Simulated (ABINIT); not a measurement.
# AgCl (Fm-3m): a self-consistent loop beyond G0W0, cycle by cycle, part 3 of 3

Wanted: G0W0 and self-consistent gaps of AgCl (Fm-3m), with the cost of the cycles.

ABINIT 10.8.3; PBE and many-body steps on it, plane waves. Known limits of the many-body steps: not at the basis limit; d shell near the gap, gap tends to lie low; no spin-orbit coupling; coarse k mesh.

So far. Step 10 (evGW, cycle 1): Against G0W0 in ABINIT (4×4×4 mesh, 127 bands, screening to 163.3 eV, Godby-Needs plasmon pole), the gap moves by +0.607 eV. Step 13 (evGW, cycle 2): Against the cycle before, the gap moves by +0.069 eV.

**15. Screening, 4×4×4 mesh, 127 bands, screening to 163.3 eV**

This step: RPA screening on PBE from quasiparticle energies, plane waves, norm-conserving pseudopotentials.

run.abi

```
acell 3*1.0 Angstrom
rprim 
  0.000000000000 2.798500000000 2.798500000000
  2.798500000000 0.000000000000 2.798500000000
  2.798500000000 2.798500000000 -0.000000000000
ntypat 2
znucl 47 17
natom 2
typat 1 2
xred 
  0.000000000000 0.000000000000 0.000000000000
  0.500000000000 0.500000000000 0.500000000000
pp_dirpath "pseudos"
pseudos "Ag.upf, Cl.upf"
ecut 37
ngkpt 4 4 4
nshiftk 1
shiftk 0 0 0
kptopt 1
chksymbreak 0
istwfk *1
occopt 1
irdwfk 1
optdriver 3
nband 127
ecuteps 6
inclvkb 2
awtr 1
symchi 1
irdqps 1
gwcalctyp 10
nqptdm 7
qptdm 
  0.2500000000 0.0000000000 0.0000000000
  0.5000000000 0.0000000000 0.0000000000
  0.2500000000 0.2500000000 0.0000000000
  0.5000000000 0.2500000000 0.0000000000
  -0.2500000000 0.2500000000 0.0000000000
  0.5000000000 0.5000000000 0.0000000000
  -0.2500000000 0.5000000000 0.2500000000
indata_prefix "in"
outdata_prefix "out"
tmpdata_prefix "tmp"
```

mrgscr.stdin

```
2
merged
q0_SCR
out_SCR
1
```

Started as:

```sh
OMP_NUM_THREADS=1 mpirun -n 4 abinit run.abi > log; mrgscr < mrgscr.stdin
```

What it wrote:

```text
.Version 10.8.3 of ABINIT. v10.8.2 released Aug 2026.

 Symmetries : space group Fm -3 m (#225); Bravais cF (face-center cubic)
[... echo of the input left out ...]
== DATASET  1 ==================================================================
-   mpi_nproc: 4, omp_nthreads: 1 (-1 if OMP is not activated)

--- !DatasetInfo
iteration_state: {dtset: 1, }
dimensions: {natom: 2, nkpt: 8, mband: 127, nsppol: 1, nspinor: 1, nspden: 1, mpw: 3218, }
cutoff_energies: {ecut:  37.0, pawecutdg:  -1.0, }
[...]
q-point number  1        q = ( 0.250000, 0.000000, 0.000000) [r.l.u.]
--------------------------------------------------------------------------------
[... chi0 elements left out ...]
  Average fulfillment of the sum rule on Im[epsilon] for q-point    2 :     89.72  [%]

--------------------------------------------------------------------------------
  q-point number  2        q = ( 0.500000, 0.000000, 0.000000) [r.l.u.]
--------------------------------------------------------------------------------
[... chi0 elements left out ...]
  Average fulfillment of the sum rule on Im[epsilon] for q-point    3 :     83.16  [%]

 [... 5 further q-points ...]
```

Run time: 33 s. Hardware: 4 MPI ranks of Arm Neoverse V1, shared host; peak memory 0.93 GiB; 2.2 min of CPU time.

Numbers from this step:

| Quantity | Value |
| --- | --- |
| plasma frequency | 28.60 eV |
| plane waves in the screening matrix | 181 |

This screening reads the quasiparticle levels of the cycle before.

**16. evGW, cycle 3**

This step: evGW on PBE, plane waves, norm-conserving pseudopotentials.

run.abi, as its differences from that of step 15:

```diff
@@ -23,12 +23,10 @@
 irdwfk 1
-optdriver 3
+optdriver 4
 nband 127
-ecuteps 6
-inclvkb 2
-awtr 1
-symchi 1
-irdqps 1
 gwcalctyp 10
-nqptdm 7
-qptdm 
+ecutsigx 37
+symsigma 1
+nkptgw 8
+kptgw 
+  0.0000000000 0.0000000000 0.0000000000
   0.2500000000 0.0000000000 0.0000000000
@@ -40,2 +38,15 @@
   -0.2500000000 0.5000000000 0.2500000000
+bdgw 
+  6 21
+  6 21
+  6 21
+  6 21
+  6 21
+  6 21
+  6 21
+  6 21
+ecuteps 6
+irdscr 1
+ppmodel 1
+irdqps 1
 indata_prefix "in"
```

Started as:

```sh
OMP_NUM_THREADS=1 mpirun -n 4 abinit run.abi > log
```

What it wrote:

```text
.Version 10.8.3 of ABINIT. v10.8.2 released Aug 2026.

 Symmetries : space group Fm -3 m (#225); Bravais cF (face-center cubic)
[... echo of the input left out ...]
== DATASET  1 ==================================================================
-   mpi_nproc: 4, omp_nthreads: 1 (-1 if OMP is not activated)

--- !DatasetInfo
iteration_state: {dtset: 1, }
dimensions: {natom: 2, nkpt: 8, mband: 127, nsppol: 1, nspinor: 1, nspden: 1, mpw: 3218, }
cutoff_energies: {ecut:  37.0, pawecutdg:  -1.0, }
[...]
.  kptgw no:  3; Maximum DeltaE = (   0.004  -0.000) for band index:  1
[...]
.  kptgw no:  7; Maximum DeltaE = (   0.006  -0.001) for band index:  1
.  kptgw no:  8; Maximum DeltaE = (  -0.011   0.000) for band index:  8

== END DATASET(S) ==============================================================
================================================================================

 -outvars: echo values of variables after computation  --------
           etotal      0.0000000000E+00
            nband         127
             nkpt           8
          spgroup         225
 [... the other variables as echoed above ...]

 Calculation completed.
```

The job ended after 2.6 min (4 MPI ranks; peak memory 1.5 GiB).

Numbers from this step:

* quasiparticle gap on the mesh: 2.848 eV
* gap of the density functional on the mesh: 0.9214 eV
* k of the valence top: 0.5, 0, 0
* k of the conduction bottom: 0, 0, 0
* least direct quasiparticle gap on the computed points: 5.259 eV

Against the cycle before, the gap moves by +0.009 eV.

**17. Side by side**

Times are wall times on 4 MPI ranks of Arm Neoverse V1, shared host, good to a factor of about two. A run's time includes the screening step that it read.

```csv
run,mesh,bands,screening cutoff (eV),DFT gap (eV),gap on the mesh (eV),direct (eV),ε∞ used,time
G0W0,4×4×4,127,163.3,0.921,2.163,4.576,5.17,47 s
"evGW0, cycle 1",4×4×4,127,163.3,0.921,2.464,4.941,5.17,3.3 min
"evGW0, cycle 2",4×4×4,127,163.3,0.921,2.382,4.789,5.17,3.3 min
"evGW0, cycle 3",4×4×4,127,163.3,0.921,2.384,4.803,5.17,3.3 min
"evGW, cycle 1",4×4×4,127,163.3,0.921,2.770,5.184,4.27,3.3 min
"evGW, cycle 2",4×4×4,127,163.3,0.921,2.839,5.249,4.11,3.3 min
"evGW, cycle 3",4×4×4,127,163.3,0.921,2.848,5.259,4.09,3.3 min
```

**18. Summary of results**

| Item | Value |
| --- | --- |
| G0W0 | 2.163 eV |
| evGW0, cycle 1 | 2.464 eV |
| evGW0, cycle 2 | 2.382 eV |
| evGW0, cycle 3 | 2.384 eV |
| evGW, cycle 1 | 2.770 eV |
| evGW, cycle 2 | 2.839 eV |
| evGW, cycle 3 | 2.848 eV |
| known limits | not at the basis limit; d shell near the gap, gap tends to lie low; no spin-orbit coupling; coarse k mesh |

In words: Only the bands that the input lists are updated; the others, empty or deep, keep the functional's energies or take a rigid shift. The evGW loop starts from the last levels of evGW0, so its cycles and time come on top of those. evGW0 ends at 2.38 eV, +0.22 eV from G0W0, after 3 cycles that took 7.9 min beside the first screening; the last moved the gap by 0.002 eV. evGW ends at 2.85 eV, +0.69 eV from G0W0, after 3 cycles that took 9.9 min beside the first screening; the last moved the gap by 0.009 eV. The first cycle of evGW0 takes the full correction, without the factor Z, so it overshoots the one-shot value. Bands and cutoff are finite, so the gap is not at the basis limit. The miss can reach some tenths of an eV and take either sign; the mesh is an error of its own. The 4×4×4 mesh is coarse for this cell, which bears on the long-range parts of exchange and screening. In the updated screening the q = 0 part is built from Kohn-Sham bands under a rigid shift, the other q from the quasiparticle levels. A d shell, filled or nearly so, lies near the gap. One-shot GW converges very slowly in bands there, not always from below, and on a semilocal start the gap tends to come out low; starts rich in exact exchange can overshoot instead. The many-body steps are scalar-relativistic: spin-orbit coupling is not in them.

[Paths, hosts, dates, memory and timing lines, banners, echoed tables and standing remarks are left out of the program output.]

[Logs are printed without paths, hosts, clocks, repeated set-up lines and the standing remarks that a program may print on its own settings, such as how far it seeks lower states.]

[Runs of the session that timed out or met a known fault of the program may be left out.]

[Hosts, paths, dates, database ids (printed as entryN), source tags and the programs' standing remarks are cut or masked in the printed files.]

[G0W0 gaps are taken among the corrected bands and points alone; a level outside them can change the order at an edge.]

[Where Ansatz stands beside ABINIT at settings called matched, ABINIT's density can come from a denser mesh and the files from another edition; pairs whose starting gaps differed by over 0.03 eV were left out, so agreement reads better than it is.]
